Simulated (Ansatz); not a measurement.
# CoO (I4/mmm) in Ansatz: notebook, part 2 of 3

Ansatz 0.2.0.

## Step 3: Relaxation of cell and atoms, PBEsol, collinear spin, ferromagnetic start

The input, input.yaml:

```yaml
crystal:
  lattice:
    - [-1.508, 1.508, 2.1072475377]
    - [1.508, -1.508, 2.1072475377]
    - [1.508, 1.508, -2.1072475377]
  atoms:
    - { symbol: Co, position: [0.0, 0.0, 0.0], spin: 2.0 }
    - { symbol: O, position: [0.5, 0.5, 0.0] }
hamiltonian:
  xc: pbesol
  pseudopotentials: { kind: paw }
magnetization:
  spin_polarized: true
kpoints:
  mp_grid: { grid: [12, 12, 12] }
scf:
  occupations: { method: fermi_dirac, width: 0.05 }
output:
  forces: true
  stress: true
  eigenvalues: true
  write_density: true
  write_potential: true
  elf: true
  volumetric_format: npy
relax:
  f_tol: 0.01
  max_steps: 40
  cell: { stress_tol: 0.05 }
```

Potentials or basis: Ansatz PAW.

Command:

```sh
> ansatz run input.yaml --threads 2 --pin off --max-ram 5632MiB --backend cpu --events-out ev --progress --plain --runs-dir out
```

What it wrote:

```text
Warning: RAYON_NUM_THREADS=2 ignored (pool sized by the plan → 2); use --threads N
Engine: ansatz 0.2.0, x86_64-unknown-linux-gnu
Pseudopotentials: kind: paw
Pseudopotential: Co, paw, valence charge 17, recommended cutoff 420 eV (normal), Co.paw.azcp
Pseudopotential: O, paw, valence charge 6, recommended cutoff 420 eV (normal), O.paw.azcp
Functional definition: PBEsol
  exchange = pbesol_x
  correlation = pbesol_c
Crystal: 2 atoms, lattice volume = 19.168 Å³
Basis set: ecut = 420 eV, 339 PW (Γ), exchange–correlation on 48×48×48 points (8 copies of the dense FFT grid, shifted against one another)
Bands: 17, of which v1, the nominal top of the filled ones, is band 12 counted from 1 (11 counted from 0)
Symmetry: 16 space group operations
Space group: I4/mmm (ITA 139), of the structure as read, at distance tolerance 2.7e-5 Å
Magnetic group: BNS 139.531 (UNI 1191), of the structure as read, at distance tolerance 2.7e-5 Å
k-points: 163 of 1728
Non-local potential: Co, projectors of the file, l = 0: 3, l = 1: 2, l = 2: 3, l = 3: 1
Non-local potential: O, projectors of the file, l = 0: 2, l = 1: 2, l = 2: 1
PAW form: soft (Blöchl's): semilocal exchange-correlation on the pseudo side does not see the compensation charge
PAW frozen core: Co, regenerated for the run's functional, and the local potential with it (the file was generated under x = pbe(κ = 0.804, μ = 0.2195149727645171), c = pbe(β = 0.06672455060314922))
PAW frozen core: O, regenerated for the run's functional, and the local potential with it (the file was generated under x = pbe(κ = 0.804, μ = 0.2195149727645171), c = pbe(β = 0.06672455060314922))
PAW one-centre angular grid: Co, 590 points (default); XC on 64 Gauss nodes
PAW one-centre angular grid: O, 110 points (default); XC on 64 Gauss nodes
Initial density: superposition of atomic densities (chi_scale 0.1, normalization cell, long waves kept (reshape's long-wave potential 0.00 eV rms))
Starting moments: Σ|m| = 2 μB on 1 of 2 sites
Initial wavefunctions: pseudopotential atomic-orbital guess
Functional: x = pbesol(κ = 0.804, μ = 0.12345679012345678), c = pbesol(β = 0.046)
SCF iter   1: F=—  HF=-5651.359576 eV  |F-HF|=—  |Δ(HF+E_count)|=         —  Δρ=1.16e-1 (↑1.16e-1 ↓9.83e-2)  dr2=6.10e0  dr2_m=1.71e-1  M=2.137 μB ∫|m|=2.137 μB  β_m=0.30  ethr=3.10e-3  ⟨swp⟩=5.6  Hψ=24199  notcnv=0
Mixer restart at iter 1: flushing history
preconditioner: auto → none  [metal: Δε(μ)=0.002 eV  Ē_g=13.061 eV  σ=0.050 eV  W_gap=0.01  n_scr=8 (ndim 8)  ℏωp=32.8 eV  f_vac=0.000  D(μ)=4.99/eV (n_scr^D=112)  sad-step TF]
SCF iter   2: F=—  HF=-5651.823687 eV  |F-HF|=—  |Δ(HF+E_count)|=   4.64e-1  Δρ=5.36e-2 (↑5.36e-2 ↓4.61e-2)  dr2=8.35e-1  dr2_m=1.92e-1  M=2.275 μB ∫|m|=2.275 μB  β_m=0.38  ethr=3.10e-3  ⟨swp⟩=3.4  Hψ=13486  notcnv=0  defer=86
SCF iter   3: F=—  HF=-5652.127981 eV  |F-HF|=—  |Δ(HF+E_count)|=   3.04e-1  Δρ=3.46e-2 (↑2.79e-2 ↓3.46e-2)  dr2=7.73e-2  dr2_m=1.27e-1  M=2.392 μB ∫|m|=2.394 μB  β_m=0.69  ethr=3.10e-3  ⟨swp⟩=2.0  Hψ=9569  notcnv=0  defer=85
SCF iter   4: F=—  HF=-5652.283019 eV  |F-HF|=—  |Δ(HF+E_count)|=         —  Δρ=5.15e-2 (↑3.29e-2 ↓5.15e-2)  dr2=8.18e-2  dr2_m=2.99e-1  M=2.910 μB ∫|m|=2.919 μB  β_m=0.69  ethr=3.36e-4  ⟨swp⟩=2.9  Hψ=12722  notcnv=0  defer=91
Mixer restart at iter 4: flushing history
SCF iter   5: F=—  HF=-5652.301453 eV  |F-HF|=—  |Δ(HF+E_count)|=   1.84e-2  Δρ=2.36e-2 (↑2.36e-2 ↓1.34e-2)  dr2=1.31e-1  dr2_m=1.26e-2  M=2.844 μB ∫|m|=2.855 μB  β_m=0.68  ethr=3.36e-4  ⟨swp⟩=3.0  Hψ=13089  notcnv=0  defer=98
SCF iter   6: F=—  HF=-5652.311536 eV  |F-HF|=—  |Δ(HF+E_count)|=   1.01e-2  Δρ=3.57e-2 (↑1.16e-2 ↓3.57e-2)  dr2=2.16e-1  dr2_m=4.43e-2  M=2.972 μB ∫|m|=2.986 μB  β_m=0.54  ethr=3.36e-4  ⟨swp⟩=3.0  Hψ=13804  notcnv=0  defer=131
SCF iter   7: F=—  HF=-5652.268701 eV  |F-HF|=—  |Δ(HF+E_count)|=   4.28e-2  Δρ=2.84e-3 (↑2.84e-3 ↓2.71e-3)  dr2=7.44e-5  dr2_m=1.33e-3  M=2.941 μB ∫|m|=2.957 μB  β_m=0.77  ethr=3.36e-4  ⟨swp⟩=3.7  Hψ=13506  notcnv=0  defer=126
SCF iter   8: F=—  HF=-5652.268745 eV  |F-HF|=—  |Δ(HF+E_count)|=   4.37e-5  Δρ=1.36e-3 (↑1.34e-3 ↓1.36e-3)  dr2=1.29e-4  dr2_m=2.78e-4  M=2.944 μB ∫|m|=2.961 μB  β_m=0.66  ethr=3.24e-7  ⟨swp⟩=2.2  Hψ=9351  notcnv=0  defer=126
[... 110 lines left out ...]
SCF iter   6: F=—  HF=-5652.299046 eV  |F-HF|=—  |Δ(HF+E_count)|=   1.26e-9  Δρ=3.41e-7 (↑2.09e-7 ↓3.41e-7)  dr2=4.40e-11  dr2_m=2.49e-12  M=2.765 μB ∫|m|=2.778 μB  β_m=0.90  ethr=2.15e-12  ⟨swp⟩=2.0  Hψ=8018  notcnv=0
SCF iter   7: F=—  HF=-5652.299046 eV  |F-HF|=—  |Δ(HF+E_count)|=  2.64e-11  Δρ=4.99e-8 (↑3.50e-8 ↓4.99e-8)  dr2=2.21e-13  dr2_m=1.90e-13  M=2.765 μB ∫|m|=2.778 μB  β_m=0.92  ethr=1.00e-12  ⟨swp⟩=1.5  Hψ=6008  notcnv=0
SCF iter   8: F=-5652.299046 eV  HF=-5652.299046 eV  |F-HF|=1.82e-12  |Δ(HF+E_count)|=    0.00e0  Δρ=9.14e-8 (↑3.61e-8 ↓9.14e-8)  dr2=7.97e-13  dr2_m=5.41e-13  M=2.765 μB ∫|m|=2.778 μB  ethr=1.00e-12  ⟨swp⟩=3.0  Hψ=19734  notcnv=0
SCF 9 converged in 8 iterations: F = -5652.299046 eV  dr2 = 7.97e-13
relax step   9: F+E_penalty+E_count = -5652.29904582 eV  Δ(F+E_penalty+E_count) = +1.837e-4 eV  max|allowed force component| = 1.262e-29 eV/Å  Δτ_max = 0.0000 Å  P = -0.028 GPa  Ω = 18.118 Å³  stress off target by 3.32e-2 GPa  SCF on the basis re-selected at this cell (its energy is not comparable with the rows above)  (8 SCF iters)
basis re-selected at this cell: Δ(F+E_penalty+E_count) = +1.837e-4 eV, ΔP = -0.009 GPa vs the last step (what re-selecting the basis moved, of the pressure what is left beyond the Pulay correction that the steps carried, after the strain that the cell walked since its last selection, with what the two solves' SCF thresholds leave and, on support functions, any second-order correction that the steps lacked; it is no measure of the basis error at this ecutwfc). This SCF's stress stands 3.32e-2 GPa from its target on what of the cell is left free (relax.cell.stress_tol is 5.00e-2 GPa) and its largest allowed force component is 1.26e-29 eV/Å (relax.f_tol is 1.00e-2 eV/Å): within both
SCF converged after 8 iterations
Magnetization: 2.7648 μB (12.8824 up, 10.1176 down)
Absolute magnetization: 2.7785 μB (∫|ρ↑−ρ↓|, with the PAW one-centre terms)
Spin contamination: 0.0099 ħ² per cell (⟨S²⟩ above its minimum at these occupations)
Per-site moments (μB) at R_I (Å): [(2.3490678397149867, 0.8596922810187093), (0.29425329708051806, 0.8596922810187093)]
Free energy (F): -5652.299046 eV
Harris-Foulkes:  -5652.299046 eV  (|F-HF|=1.82e-12)
Internal energy: -5652.265191 eV  (E = F + TS)
E sigma→0 (E₀):  -5652.282118 eV
Entropy (-TS):   -0.033855 eV (-16.927 meV/atom)
Fermi energy:    15.128379 eV
--- Per-component energies (eV) ---
  E_band       = -280.179529
  E_kinetic    = 619.408626
  E_local      = -3335.553653  (includes V_loc(G=0)·N_el)
  E_nonlocal   = 516.106237
  E_hartree    = 1370.307877
  E_xc         = -227.005072
  E_vxc        = -293.298518  (∫ρ·V_xc dr)
  E_paw        = -1638.672882  (= ΣΔE_a)
  E_vpaw       = -527.460537  (= ΣTr[D̂ρ^β])
  E_aug_tail   = 0.002522  (compensation charges beyond the density's cutoff)
  E_ewald      = -2957.082552
  E_core_change = 0.223707  (= ΣΔE_core)
  E_smearing   = -0.033855  (= −TS)
  E_closure    = 0.000000  (closes the sum)
  Σ components = -5652.299046   (vs F -5652.299046, Δ=0.00e0)
--- Forces (eV/Å), atoms counted from 1 ---
  atom   1  Co    -0.00000000     0.00000000     0.00000000
  atom   2  O     -0.00000000    -0.00000000    -0.00000000
  max |Σ_I F_I| component: 2.52e-29 eV/Å
--- Stress (GPa, compression-positive) ---
       -0.033177       0.000000       0.000000
        0.000000      -0.033177       0.000000
        0.000000       0.000000      -0.018141
  P = ⅓ Tr σ = -0.0282 GPa (-0.282 kbar)
--- Band table (eV; the first three rows and the last of 326) ---
  k-point 0 ↑: bands = ["-81.4032", "-44.8064", "-44.8049", "-44.8049", "-5.7922", "11.5453", "11.5464", "11.5464", "11.8433", "11.8436", "11.9326", "11.9326", "11.9356", "16.2369", "31.7491", "33.4271", "33.4271"]
  k-point 1 ↑: bands = ["-81.4027", "-44.8082", "-44.8077", "-44.8062", "-5.6833", "10.1974", "11.1203", "11.1220", "11.8610", "11.8704", "12.3843", "12.3866", "12.7689", "16.9210", "30.4505", "32.7182", "32.7204"]
  k-point 2 ↑: bands = ["-81.4015", "-44.8170", "-44.8113", "-44.8098", "-5.3902", "8.8089", "10.6671", "10.6690", "11.6674", "11.9443", "12.8841", "12.8861", "13.2714", "18.5039", "29.0358", "31.0762", "31.7154"]
  k-point 162 ↓: bands = ["-78.5217", "-42.0479", "-42.0143", "-42.0143", "-3.7984", "7.9825", "10.7414", "10.7414", "12.5391", "15.2889", "15.2889", "15.4226", "16.0244", "21.9951", "25.5378", "27.5868", "31.9072"]
--- Relaxed structure (7 steps of the walk, 7 accepted, 2 SCFs on fresh bases) ---
  F+E_penalty+E_count = -5652.29904582 eV   max|allowed force component| = 1.262e-29 eV/Å   (the final SCF, on the basis selected at the relaxed cell)
  cell:  # Å, volume = 18.1184 Å³
    - [-1.4742473784058419, 1.4742473784058419, 2.084102499439296]
    - [1.4742473784058419, -1.4742473784058419, 2.084102499439296]
    - [1.4742473784058419, 1.4742473784058419, -2.084102499439296]
  atoms:
    - { symbol: Co, position: [4.6499336082983453e-35, 3.589407456961063e-34, 3.141875020175273e-34] }
    - { symbol: O, position: [0.4999999999999999, 0.4999999999999999, -7.674280274755841e-34] }
```

rho_z.tsv:

```text
# z_ang	rho[e/angstrom^3]	rho_spin[e/angstrom^3]
# format = ansatz-planar-average/11
# lattice	-1.474247378	1.474247378	2.084102499
# lattice	1.474247378	-1.474247378	2.084102499
# lattice	1.474247378	1.474247378	-2.084102499
# sites	2
# site	27	0.000000000	0.000000000	0.000000000
# site	8	-0.000000000	0.000000000	2.084102499
0.000000	3.336602e0	4.927847e-1
0.147397	3.105864e0	4.400456e-1
0.294793	2.526221e0	3.208113e-1
0.442190	1.839238e0	2.051232e-1
0.589586	1.242220e0	1.264356e-1
0.736983	8.109334e-1	7.913020e-2
[... 12 lines left out ...]
2.653137	2.526221e0	3.208113e-1
2.800534	3.105864e0	4.400456e-1
```

Run time: 83 s. Hardware: 2 threads of AMD EPYC, shared host; peak memory 0.49 GiB.

What came out:

```
Free energy                            : -5652.2990 eV
Relaxed volume                         : 9.06 Å³/atom
Relaxed cell                           : a = 2.948 Å, b = 2.948 Å, c = 2.948 Å, α = 119.99°, β = 119.99°, γ = 90.02°
Space group after relaxing (to 0.05 Å) : Fm-3m (No. 225)
Energy gained by relaxing              : 15.2 meV/atom
Ionic steps                            : 9
Pressure after relaxing                : 0.0 GPa
Band gap on the k mesh                 : none (metal or under the smearing width)
Net moment                             : 2.76 μB per cell
Absolute moment                        : 2.78 μB per cell
Site moments                           : Co +2.35; O +0.29 μB
```

Step by step:
| step | energy change (eV) | largest force (eV/Å) | volume (Å³) |
| --- | --- | --- | --- |
| 1 | 0.0000 | 0.0000 | 19.17 |
| 2 | -0.0240 | 0.0000 | 18.67 |
| 3 | -0.0340 | 0.0000 | 18.17 |
| 4 | -0.0341 | 0.0000 | 18.15 |
| 5 | -0.0341 | 0.0000 | 18.15 |
| 6 | -0.0342 | 0.0000 | 18.15 |
| 7 | -0.0303 | 0.0000 | 18.15 |
| 8 | -0.0305 | 0.0000 | 18.12 |
| 9 | -0.0303 | 0.0000 | 18.12 |

Final structure:
```cif
data_structure
_symmetry_space_group_name_H-M 'P 1'
_symmetry_Int_Tables_number 1
_cell_length_a 2.9479
_cell_length_b 2.9479
_cell_length_c 2.9479
_cell_angle_alpha 119.987
_cell_angle_beta 119.987
_cell_angle_gamma 90.022
_cell_volume 18.12
loop_
_atom_site_label
_atom_site_type_symbol
_atom_site_fract_x
_atom_site_fract_y
_atom_site_fract_z
_atom_site_occupancy
Co1 Co 0.00000 0.00000 0.00000 1
O1 O 0.50000 0.50000 0.00000 1
```

Caveat: the plane-wave basis is chosen anew once the cell has moved, so the energies of steps on either side of that aren't comparable; the pressure holds a Pulay correction of +0.8 GPa for the finite cutoff; a cell with one magnetic atom can't hold antiferromagnetic order, which such compounds often take; semilocal functionals often make such compounds metallic where correlation or magnetic order opens a gap, which also shifts bond lengths; the PAW data sets come from PBE, with cores solved anew for the run's functional, which leaves a small shift of forces and pressure. With open d or f shells a metallic result of PBEsol can be an artefact of self-interaction; +U or a hybrid may open a gap.

(Continued in part 3 of 3.)
